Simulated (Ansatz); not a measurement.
The system is TiCo3.

```
Co Ti
1.0
     3.57100    0.00000    0.00000
     0.00000    3.57100    0.00000
     0.00000    0.00000    3.57100
Co Ti
3 1
Direct
  0.50000 0.50000 0.00000
  0.50000 0.00000 0.50000
  0.00000 0.50000 0.50000
  0.00000 0.00000 0.00000
```

Base run:

```yaml
Program: Ansatz 0.2.0
Functional: PBEsol
Potentials_or_basis: Ansatz PAW
Cutoff: "420 eV (not typed: the program's choice for these potentials)"
k_mesh: 6 × 6 × 6
Occupations: fermi-dirac, width 0.05 eV
Spin: no spin polarisation
```

Its results: band gap on the k mesh none (metal or under the smearing width); pressure -8.2 GPa.

Q: The run is repeated on the same cell with these changes: spin from no spin polarisation to collinear spin, antiferromagnetic start. What comes out?

A: Band gap on the k mesh none (metal or under the smearing width); pressure -3.6 GPa; net moment 2.60 μB per cell; site moments Co +1.04; Ti -0.33 μB.

Caveats: the PAW data sets come from PBE, with cores solved anew for the run's functional, which leaves a small shift of forces and pressure; the starting moments weren't kept (some runs).
